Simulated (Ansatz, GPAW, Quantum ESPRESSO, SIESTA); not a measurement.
ZrC: 5 runs at one level of theory

```xyz
2
Lattice="0.0000 2.3650 2.3650 2.3650 0.0000 2.3650 2.3650 2.3650 0.0000" Properties=species:S:1:pos:R:3 pbc="T T T"
Zr    2.3650    2.3650    2.3650
C     0.0000    0.0000    0.0000
```

Alike in all runs: task band structure; functional PBEsol; k mesh 10 × 10 × 10; occupations fermi-dirac, width 0.05 eV; no spin polarisation; no spin-orbit coupling. Pressure is positive in compression and, in plane waves, holds the error of the finite cutoff, which Ansatz's Pulay term estimates and takes out.

| program and potentials | plane-wave cutoff (eV) | notes | pressure (GPa) |
| --- | --- | --- | --- |
| SIESTA, files PseudoDojo sr-pbesol-0.4.1-standard, DZP (energy shift 0.003 Ry; two zetas on semicore shells) | - | atomic basis | -6.42 |
| Ansatz, PAW datasets made for the crystal | 280 | - | -8.44 |
| Ansatz, all-electron LAPW, scalar-relativistic | - | - | -8.44 |
| Quantum ESPRESSO, PseudoDojo 0.4.1 SR PBEsol standard | 1116 | - | ? |
| GPAW, PAW data sets generated for this functional | 800 | - | -9.31 |

Estimate from the other rows what the run with Quantum ESPRESSO, PseudoDojo 0.4.1 SR PBEsol standard gave.

Pressure -8.29 GPa. The other rows, which needn't bracket it: pressure -9.31 to -6.42.
